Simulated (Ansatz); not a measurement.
**Te: pressure up to the limit of the methods**

How does Te (diamond type) answer strong compression? The runs shown use PAW. Its runs: cell relaxed at zero pressure (PAW); volume scaled by 1 (PAW); volume scaled by 0.92 (PAW); volume scaled by 0.84 (PAW); volume scaled by 0.76 (PAW); volume scaled by 0.68 (PAW and PAW (core large)); volume scaled by 0.6 (PAW); volume scaled by 0.52 (PAW); volume scaled by 0.45 (PAW and PAW (core large)).

Method: DFT PBE, with the methods named in each step, in Ansatz 0.2.0.

1 further run of the same task is left out (set aside as unsound or not needed).

**1. The system as given**

It takes space group Fd-3m (No. 227, cubic). Conventional cell: a = 6.619 Å, b = 6.619 Å, c = 6.619 Å, α = 90.00°, β = 90.00°, γ = 90.00°. Te (site symmetry -43m) has 4 Te at 2.87 Å as nearest neighbours.

Coordinates:

```
Te
1.0
     0.00000    3.30955    3.30955
     3.30955    0.00000    3.30955
     3.30955    3.30955    0.00000
Te
2
Direct
  0.87500 0.87500 0.87500
  0.12500 0.12500 0.12500
```

Whether this phase is the stable one at these pressures isn't tested.

Atoms are numbered in the order of the input: Te1, Te2.

**2. Cell relaxed at zero pressure, PAW**

input.yaml reads:

```yaml
crystal:
  lattice:
    - [0.0, 3.309552974, 3.309552974]
    - [3.309552974, 0.0, 3.309552974]
    - [3.309552974, 3.309552974, 0.0]
  atoms:
    - { symbol: Te, position: [-0.125, -0.125, -0.125] }
    - { symbol: Te, position: [0.125, 0.125, 0.125] }
kpoints:
  mp_grid: { grid: [10, 10, 10] }
scf:
  occupations: { method: fermi_dirac, width: 0.1 }
hamiltonian:
  xc: pbe
  pseudopotentials: { kind: paw }
output:
  forces: true
  stress: true
relax:
  f_tol: 0.005
  max_steps: 40
  cell: {}
```

Run with:

```
$ ansatz run input.yaml --threads 1 --pin off --max-ram 2048MiB --backend cpu --events-out ev --progress --plain --runs-dir out
```

After this run come: Volume scaled by 1, PAW; Volume scaled by 0.92, PAW; Volume scaled by 0.84, PAW; Volume scaled by 0.76, PAW; Volume scaled by 0.68, PAW; Volume scaled by 0.68, PAW (core large); Volume scaled by 0.6, PAW; Volume scaled by 0.52, PAW; Volume scaled by 0.45, PAW; Volume scaled by 0.45, PAW (core large).

Before running it: what results should come out? Wanted: PAW pressure at 0.45 of the volume; PAW; fitted bulk modulus at zero pressure.

**Answer**, as computed:

| quantity | value |
| --- | --- |
| PAW pressure at 0.45 of the volume | 115.9 GPa |
| PAW (core large) pressure at 0.45 of the volume | 115.9 GPa |
| fitted bulk modulus at zero pressure (PAW) | 26.9 GPa |
| its pressure derivative | 4.15 |

In words: By PAW the pressure climbs to 116 GPa at 0.45 of the first volume. One third-order Birch-Murnaghan curve follows these points (B₀ = 26.9 GPa, B′ = 4.15, misfit at most 0.06 GPa). A fit over so wide a range leans to the high pressures, so B₀ can be off by several per cent. No all-electron run checks these rows here, and frozen cores can fail under such compression. The ions are at rest, and the electrons smeared by 0.1 eV. Spin-orbit coupling is left out, though the cell holds Te; in elements this heavy it can shift bands and gaps by tenths of an eV.
